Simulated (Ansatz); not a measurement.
**Carrier properties of LaAlO₃ under load (space group Cmmm)**

Here is the system:

```
CELL_PARAMETERS angstrom
      3.77642     0.00595     0.00000
      0.00595     3.77642     0.00000
      0.00000     0.00000     3.76814
ATOMIC_POSITIONS crystal
  La 0.50000 0.50000 0.50000
  Al 0.00000 0.00000 0.00000
  O  0.00000 0.50000 0.00000
  O  0.50000 0.00000 0.00000
  O  0.00000 0.00000 0.50000
```

These are PBEsol with spin-orbit coupling, rigid bands (plane waves, PAW; Ansatz, a first-principles code) values and carry that method's errors. Condition of this run: uniaxial stress along [110] of -1 GPa (compression positive) (the target of the relaxation). Cell: cell and atoms relaxed with PBEsol, then loaded as said.

```yaml
band_gap: 3.41 eV
electron conductivity mass (300 K, dilute): 0.55 (x), 0.55 (y), 0.62 (z) mₑ
hole conductivity mass (300 K, dilute): 1.74 (x), 1.74 (y), 1.29 (z) mₑ
effective density of states N_c (300 K): 1.4e19 cm⁻³
effective density of states N_v (300 K): 3.5e20 cm⁻³
density_of_states_mass_electrons: 0.67 mₑ
density_of_states_mass_holes: 5.8 mₑ
Seebeck coefficient, n-type 1e19 cm⁻³, 300 K: -271 μV/K
best n-type power factor at 300 K for τ = 10 fs (best axis; densities from 1e16 to 1e21 cm⁻³ tried, whether or not they can be reached): 5.8 μW/(cm·K²) at 1e20 cm⁻³
Seebeck coefficient, p-type 1e19 cm⁻³, 300 K: 550 μV/K
```

Rigid bands; masses and Seebeck coefficients take one relaxation time τ for all states and one kind of carrier; polarons and phonon drag are left out.
